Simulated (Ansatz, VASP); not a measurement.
CO2 in VASP and in Ansatz

```
C O
1.0
     8.08248    0.00000    0.00000
     0.00000    8.08248    0.00000
     0.00000    0.00000    8.08248
C O
8 16
Direct
  0.68093 0.02586 0.25227
  0.33684 0.60555 0.61837
  0.92292 0.84723 0.79690
  0.91658 0.35971 0.77579
  0.25060 0.99823 0.11521
  0.34948 0.10273 0.65783
  0.20124 0.54119 0.14345
  0.70095 0.52105 0.21868
  0.74550 0.90086 0.28562
  0.61573 0.15067 0.21816
  0.26870 0.72709 0.65722
  0.40682 0.48466 0.58010
  0.96286 0.79770 0.92725
  0.88157 0.89682 0.66766
  0.85932 0.26325 0.86730
  0.97213 0.45723 0.68436
  0.34591 0.92358 0.03558
  0.15624 0.07309 0.19534
  0.22715 0.13734 0.72710
  0.47184 0.06806 0.58889
  0.19754 0.45417 0.02783
  0.20446 0.62820 0.25902
  0.58638 0.55381 0.13628
  0.81586 0.48862 0.30035
```

Alike in both runs: functional PBE; dispersion D3(BJ); k mesh 1 × 1 × 1; occupations fermi-dirac, width 0.05 eV; no spin polarisation.

Ansatz relaxed the structure, and its values are those at the end. VASP's run is a single point on that final structure, the one shown.

|  | VASP | Ansatz |
| --- | --- | --- |
| version | VASP 6.6.1 | Ansatz 0.2.0 |
| potentials or method | VASP PAW PBE potentials, release 64 (C, O) | scalar-relativistic, plane waves, PAW |
| plane-wave cutoff (eV) | 520 | 420 |
| valence electrons in the cell | 128 | 128 |

Ansatz gave:

| Property | Result |
| --- | --- |
| rms of the force components (eV/Å) | 0.012 |
| dispersion energy (meV/atom) | -43.5 |

Q: What did VASP give for the same quantities?

A: rms of the force components (eV/Å): 0.300; dispersion energy (meV/atom): -43.5.

One of these differences is far larger than is usual between the two programs; its cause wasn't traced.

Caveats: the standard files for N, O and F lose accuracy on very short bonds.
